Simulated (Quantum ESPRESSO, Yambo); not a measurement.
# Quasiparticle gap of NaCl (Fm-3m) in Yambo, part 3 of 3

Wanted: ground state, empty states, screening and self-energy for NaCl (Fm-3m).

Quantum ESPRESSO 7.5 and Yambo 5.3.0; PBE and many-body steps on it, plane waves. Known limits of the many-body steps: not at the basis limit; coarse k mesh.

So far. Step 3 (Bands along the symmetry lines): The gap is 5.150 eV, as in the run before at this level. Step 4 (Empty states on the mesh, 4×4×4 mesh, 193 bands): On this mesh the gap is 5.150 eV.

The database entry behind the starting cell differs from later determinations by our own check (an axis about 0.4 % short against later determinations), so it need not match the best structure at ambient conditions.

## 6. Screening and self-energy, 4×4×4 mesh, 193 bands, screening to 210.9 eV

Now the one-shot GW correction: screening in the RPA, then the self-energy of the levels asked for.

This step: G0W0 on PBE, plane waves, norm-conserving pseudopotentials.

The input, gw1.in:

```
HF_and_locXC
gw0
dyson
ppa
em1d
rim_cut
RandQpts= 1000000
RandGvec= 1 RL
EXXRLvcs= 76 Ry
VXCRLvcs= 304 Ry
Chimod= "HARTREE"
% BndsRnXp
 1 | 193 |
%
NGsBlkXp= 15.5 Ry
% LongDrXp
 1 | 1 | 1 |
%
% GbndRnge
 1 | 193 |
%
DysSolver= "n"
ExtendOut
PPAPntXp= 27.21138 eV
% QPkrange
 1 | 8 | 6 | 13 |
%
```

Launch:

```bash
OMP_NUM_THREADS=1 mpirun -n 4 yambo -F gw1.in -J gw1 -C gw1 > gw1.log
```

Output:

```text
 Yambo, version 5.3.0

 [02] CORE Variables Setup
 =========================

  [... cell, symmetries and grids as in the set-up ...]

  [02.05] Energies & Occupations
  ==============================

  [X] === General ===
  [X] Electronic Temperature                        :  0.000000  0.000000 [eV K]
  [X] Bosonic    Temperature                        :  0.000000  0.000000 [eV K]
  [X] Finite Temperature mode                       : no
  [X] El. density                                   :  0.36055E+24 [cm-3]
  [X] Fermi Level                                   :  1.141321 [eV]

  [X] === Gaps and Widths ===
  [X] Conduction Band Min                           :  5.149762 [eV]
  [X] Valence Band Max                              :  0.000000 [eV]
  [X] Filled Bands                                  :   8
  [X] Empty Bands                                   :    9  193
  [X] Direct Gap                                    :  5.149762 [eV]
  [X] Direct Gap localized at k                     :  1
  [X] Indirect Gap                                  :  5.149762 [eV]
  [X] Indirect Gap between kpts                     :  1  1
  [X] Last valence band width                       :  0.763888 [eV]
  [X] 1st conduction band width                     :  3.695208 [eV]

 [03] Transferred momenta grid and indexing
 ==========================================

 IBZ Q-points                                      :   8
 BZ  Q-points                                      :   64

 K/Q-points units:
 rlu = crystal or reduced units; cc = cartesian coordinates; iku = interal k-units

 Q [1]          [rlu]:  0.000000  0.000000  0.000000
 Q [2]          [rlu]:  0.30764E-17  0.30764E-17  0.25000
 Q [3]          [rlu]: -0.61529E-17 -0.61529E-17 -0.50000
 Q [4]          [rlu]:  0.15802E-17  0.25000      0.25000
 Q [5]          [rlu]: -0.19398E-16  0.25000      0.50000
 Q [6]          [rlu]: -0.61529E-17  0.25000     -0.25000
 Q [7]          [rlu]: -0.31603E-17 -0.50000     -0.50000
 Q [8]          [rlu]:  0.250000 -0.500000 -0.250000

 [04] Coloumb potential Random Integration (RIM)
 ===============================================

  [04.01] RIM initialization
  ==========================

  * Diagonal components only detected *

  8 x (sBL volume)        :  0.103539 [a.u.]
  sBZ random points       :  1000000
  Points outside the sBZ  :   7968281
  RL volume               :  0.828312 [a.u.]
  Integrated volume       :  0.831609 [a.u.]

  [04.02] RIM integrals
  =====================

  Gamma point sphere radius             :  0.085176 [a.u.]
  Points outside the sphere             :   800476
  [Int_sBZ(q=0) 1/q^2]*(Vol_sBZ)^(-1/3) =:  7.776341
                                 should be <:  7.795600

  Summary of Coulomb integrals for non-metallic bands |Q|[au] RIM/Bare

  Q [1] 0.100000E-4 0.997530 * Q [2] 0.256180 1.067779
  Q [4] 0.295811 1.067204 * Q [6] 0.418340 1.030488
  Q [5] 0.490547 1.022568 * Q [3] 0.512360 1.021209
  Q [7] 0.591623 1.017560 * Q [8] 0.661454 1.014308

 [05] Dipoles
 ============

  [05.01] Setup: observables and procedures
  =========================================

 [06] Dynamic Dielectric Matrix (PPA)
 ====================================

 [WR./gw1//ndb.pp]---------------------------------------------------------------
  Brillouin Zone Q/K grids (IBZ/BZ)                :    8   64    8   64
  RL vectors                                       :   4111 [WF]
  Coulomb cutoff potential                         : none
  Electronic Temperature                           :  0.000000 [K]
  Bosonic    Temperature                           :  0.000000 [K]
  PPA    diel. fun.  energies                      : Perdew, Burke & Ernzerhof(X)+Perdew, Burke & Ernzerhof(C)
  wavefunctions                                    : Perdew, Burke & Ernzerhof(X)+Perdew, Burke & Ernzerhof(C)
  Global Gauge                                     : length
  X matrix size                                    :   339
  X band range                                     :    1  193
  X e/h energy range                               : -1.000000 -1.000000 [eV]
  X Time ordering                                  : R
  X Hxc Kernel                                     : HARTREE
  X Drude frequency                                :  0.000000  0.000000
  X poles                                          :  100.0000 [o/o]
  RL vectors in the sum                            :   4111
  [r,Vnl] included                                 : yes
  Field direction                                  :  0.577350E-5  0.577350E-5  0.577350E-5
  BZ energy Double Grid                            : no
  BZ energy DbGd points                            : 0
  BZ Q point size factor                           : -1.000000
  X Optical Averaged directions                    : none

 [07] Local Exchange-Correlation + Non-Local Fock
 ================================================

 [VXC] Plane waves :  26813
 [EXS] Plane waves :   3479

 QP @ state[ 1 ] K range:   1   8
 QP @ state[ 1 ] b range:   6  13

 [xc] Functional : Perdew, Burke & Ernzerhof(X)+Perdew, Burke & Ernzerhof(C)
 [xc] LIBXC used to calculate xc functional
  PP Number of Atomic Species                      :  2
  NLCC RL compoments                               :  26813
  PP Number of Atomic Species                      :  2
  NLCC RL compoments                               :  26813

 [xc] E_xc :  -9.855421 [Ha]
      E_xc :  -19.71084 [Ry]

  Local XC kind (lXC) : Perdew, Burke & Ernzerhof(X)+Perdew, Burke & Ernzerhof(C)
  Non-Local XC kind (nlXC) : Hartree-Fock

  Corrections @ K [1] :  [eV]
 <6|nlXC|6> = -18.89290 -0.21406E-16 <6|lXC|6> = -14.49345 -0.18881E-15
 <7|nlXC|7> = -18.89293  0.57783E-18 <7|lXC|7> = -14.49345  0.47204E-16
 <8|nlXC|8> = -18.89291 -0.65448E-17 <8|lXC|8> = -14.49345 -0.56644E-15
 <9|nlXC|9> = -4.202670  0.83086E-18 <9|lXC|9> = -8.177508 -0.24560E-19
 <10|nlXC|10> = -3.619983  0.11830E-18 <10|lXC|10> = -8.376304  0.18882E-15
 <11|nlXC|11> = -3.620047  0.69029E-18 <11|lXC|11> = -8.376304  0.99893E-23
 <12|nlXC|12> = -3.619551 -0.32186E-17 <12|lXC|12> = -8.376304  0.18595E-22
 <13|nlXC|13> = -4.445592  0.95504E-18 <13|lXC|13> = -9.970632  0.47760E-31

  Corrections @ K [2] :  [eV]
 <6|nlXC|6> = -17.69170 -0.12153E-16 <6|lXC|6> = -13.04438 -0.94402E-16
 <7|nlXC|7> = -18.76090  0.21386E-16 <7|lXC|7> = -14.30919  0.18882E-15
[...]
Corrections @ K [3] :  [eV]
[...]
Corrections @ K [4] :  [eV]
[...]
Corrections @ K [5] :  [eV]
[...]
[... 2 further k-points ...]
  Corrections @ K [8] :  [eV]
[...]
<9|nlXC|9> = -4.853985 -0.59301E-18 <9|lXC|9> = -9.538762 -0.51975E-17
 <10|nlXC|10> = -4.107169  0.73287E-18 <10|lXC|10> = -8.570063 -0.41304E-16
 <11|nlXC|11> = -4.107318 -0.22791E-18 <11|lXC|11> = -8.570063 -0.23602E-16
 <12|nlXC|12> = -4.042353  0.12485E-17 <12|lXC|12> = -9.105541  0.34448E-19
 <13|nlXC|13> = -3.676740  0.83720E-18 <13|lXC|13> = -9.353680  0.11901E-16

  [07.01] Hartree-Fock occupations report
  =======================================

  [Hartree-Fock] === General ===
  [Hartree-Fock] Electronic Temperature             :  0.000000  0.000000 [eV K]
  [Hartree-Fock] Bosonic    Temperature             :  0.000000  0.000000 [eV K]
  [Hartree-Fock] Finite Temperature mode            : no
  [Hartree-Fock] El. density                        :  0.36055E+24 [cm-3]
  [Hartree-Fock] Fermi Level                        :  1.141321 [eV]

  [Hartree-Fock] === Gaps and Widths ===
  [Hartree-Fock] Conduction Band Min                :  9.124600 [eV]
  [Hartree-Fock] Valence Band Max                   : -4.399462 [eV]
  [Hartree-Fock] Filled Bands                       :   8
  [Hartree-Fock] Empty Bands                        :    9  193
  [Hartree-Fock] Direct Gap                         :  13.52406 [eV]
  [Hartree-Fock] Direct Gap localized at k          :  1
  [Hartree-Fock] Indirect Gap                       :  13.52406 [eV]
  [Hartree-Fock] Indirect Gap between kpts          :  1  1
  [Hartree-Fock] Last valence band width            :  0.980479 [eV]
  [Hartree-Fock] 1st conduction band width          :  4.405147 [eV]

 [08] Dyson equation: Newton solver
 ==================================

  [08.01] G0W0 (W PPA)
  ====================

  [  GW  ] Bands range     :    1  193
  [GW/PPA] G damping       :  0.100000 [eV]

  QP @ state[ 1 ] K range:   1   8
  QP @ state[ 1 ] b range:   6  13

   Sc/G bands                                       :    1  193
   Sc/G damping                                     :  0.100000 ev
   Sc bands terminator                              : no
   Sx RL components                                 :   3479

   QP @ state[ 1 ] K range                          :   1   8
   QP @ state[ 1 ] b range                          :   6  13
   GF energies kind                                 : Perdew, Burke & Ernzerhof(X)+Perdew, Burke & Ernzerhof(C)
   GF WF`s kind                                     : Perdew, Burke & Ernzerhof(X)+Perdew, Burke & Ernzerhof(C)
   Xs energies kind                                 : Perdew, Burke & Ernzerhof(X)+Perdew, Burke & Ernzerhof(C)
   Xs WF`s kind                                     : Perdew, Burke & Ernzerhof(X)+Perdew, Burke & Ernzerhof(C)

 [11] Game Over & Game summary
```

Wall time 15 min (4 MPI ranks of Arm Neoverse V1, shared host); peak memory 1.8 GiB; 59 min of CPU time.

This step gave:

* G0W0 gap on the mesh: 8.132 eV
* starting gap on the mesh: 5.150 eV
* k of the valence top: 0, 0, 0
* k of the conduction bottom: 0, 0, 0
* least direct G0W0 gap on the computed points: 8.132 eV
* Z at the valence top: 0.8141
* Z at the conduction bottom: 0.8674

The gap on the mesh goes from 5.15 eV to 8.13 eV, a correction of +2.98 eV.

Limits: finite bands, cutoff and mesh; coarse k mesh. v1 is the top filled band, c1 the lowest empty one. The levels before and after the correction (eV, zero at the valence-band top of each column):

|  | conduction bottom | valence top |
| --- | --- | --- |
| Kohn-Sham | 5.15 | 0.00 |
| G0W0 | 8.13 | 0.00 |

|  | level | energy (eV) |
| --- | --- | --- |
| Kohn-Sham | Γ v3-v1 | 0.000 |
| Kohn-Sham | Γ c1 | 5.150 |
| Kohn-Sham | Γ c2-c4 | 11.062 |
| G0W0 | Γ v3-v1 | 0.000 |
| G0W0 | Γ c1 | 8.132 |
| G0W0 | Γ c2-c4 | 14.529 |

## 7. Where the time went

Times are wall times on the hardware named with each run, good to a factor of about two.

| step | time | share | memory (GiB) |
| --- | --- | --- | --- |
| ground state | 4.3 s | 0 % | 0.24 |
| bands along the symmetry lines | 4.6 s | 1 % | 0.21 |
| empty states on the mesh | 14 s | 2 % | 0.42 |
| conversion and set-up | 2.3 s | 0 % | 0.24 |
| screening and self-energy | 15 min | 97 % | 1.8 |

## 8. What came out

- PBE gap: 5.15 eV, direct
- G0W0 gap on the mesh: 8.13 eV
- GW settings: 4×4×4 mesh, 193 bands, screening to 210.9 eV, Godby-Needs plasmon pole
- known limits: not at the basis limit; coarse k mesh

What this shows: G0W0 moves the gap on the mesh from 5.15 eV to 8.13 eV (+2.98 eV), with Z of 0.81 and 0.87 at the edges. The dearest step here is «screening and self-energy». Bands and cutoff are finite, so the gap is not at the basis limit. The miss can reach some tenths of an eV and take either sign; the mesh is an error of its own. The 4×4×4 mesh is coarse for this cell, which bears on the long-range parts of exchange and screening.

[Paths, hosts, dates, memory and timing lines, banners, echoed tables and standing remarks are left out of the program output.]

[Logs are printed without paths, hosts, clocks, repeated set-up lines and the standing remarks that a program may print on its own settings, such as how far it seeks lower states.]

[Runs of the session that timed out or met a known fault of the program may be left out.]

[Hosts, paths, dates, database ids (printed as entryN), source tags and the programs' standing remarks are cut or masked in the printed files.]
